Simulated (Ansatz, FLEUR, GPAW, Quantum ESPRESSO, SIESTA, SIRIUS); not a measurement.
**One calculation of Al, 10 ways**

```xyz
1
Lattice="0.0000 2.0248 2.0248 2.0248 0.0000 2.0248 2.0248 2.0248 0.0000" Properties=species:S:1:pos:R:3 pbc="T T T"
Al    0.0000    0.0000    0.0000
```

Alike in all runs: task equation of state; functional PBE; k mesh 11 × 11 × 11; occupations fermi-dirac, width 0.05 eV; no spin polarisation; no spin-orbit coupling.

| program and potentials | plane-wave cutoff (eV) | notes | equilibrium volume (Å³/atom) | bulk modulus (GPa) |
| --- | --- | --- | --- | --- |
| Ansatz, Ansatz PAW | 420 | - | 16.51 | 79.0 |
| Quantum ESPRESSO, Ansatz NC SR PBE | 544 | - | 16.52 | 78.6 |
| Ansatz, PseudoDojo standard | 544 | - | ? | ? |
| Ansatz, JTH PAW | 570 | - | 16.49 | 79.5 |
| GPAW, PAW data sets generated for this functional | 600 | - | 16.54 | 79.3 |
| GPAW, SG15 ONCV 1.2 | 1100 | - | 16.56 | 78.8 |
| Ansatz, SSSP precision PAW | 408 | - | 16.50 | 79.4 |
| SIRIUS, all-electron FP-LAPW, apw+lo standard | - | - | 16.51 | 78.9 |
| SIESTA, files PseudoDojo sr-pbe-0.4.1-standard, TZP (energy shift 0.01 Ry) | - | atomic basis | 16.52 | 77.9 |
| FLEUR, all-electron, FLAPW | - | - | 16.51 | 78.9 |

Problem. Estimate from the other rows what the run with Ansatz, PseudoDojo standard gave.

Solution. Equilibrium volume 16.46 Å³/atom; bulk modulus 79.7 GPa. The other rows, which needn't bracket it: equilibrium volume 16.49 to 16.56; bulk modulus 77.9 to 79.5.
